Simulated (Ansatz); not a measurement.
## TiO₂: one atom moved along a line

Computed with Ansatz 0.2.0, DFT r2SCAN, scalar-relativistic, plane waves, PAW. Settings: plane waves to 500 eV, k-mesh 6×6×10 (Γ-centred), Gaussian smearing 0.05 eV. No spin polarisation. Energies are free energies at this smearing, counted from the undisturbed cell; pressure is positive in compression.

The undisturbed cell (relaxed at this level):

```
Ti O
1.0
     4.59675    0.00000    0.00000
     0.00000    4.59675    0.00000
     0.00000    0.00000    2.95367
Ti O
2 4
Direct
  0.00000 0.00000 0.00000
  0.50000 0.50000 0.50000
  0.30461 0.30461 0.00000
  0.19539 0.80461 0.50000
  0.69539 0.69539 0.00000
  0.80461 0.19539 0.50000
```

Atom 1 (Ti) is moved by x along the Cartesian unit vector (0.000, 0.000, 1.000); the cell and all other atoms stay fixed.

| x (Å) | ΔE (meV/cell) | force along x on the moved atoms (eV/Å) | pressure (GPa) | gap on the mesh (eV) |
| --- | --- | --- | --- | --- |
| -0.4500 | 1015.4 | 7.61 | 16.2 | 2.86 |
| -0.1500 | 24.3 | 0.52 | 1.7 | 2.35 |
| 0.0000 | 0.0 | 0.00 | 0.0 | 2.22 |
| 0.3000 | 253.7 | -2.92 | 7.0 | 2.58 |

Cost: 4 runs of about 3.1 core-minutes in all, on Intel Xeon Processor @ 2.50GHz (Skylake/Cascade Lake) (shared hosts).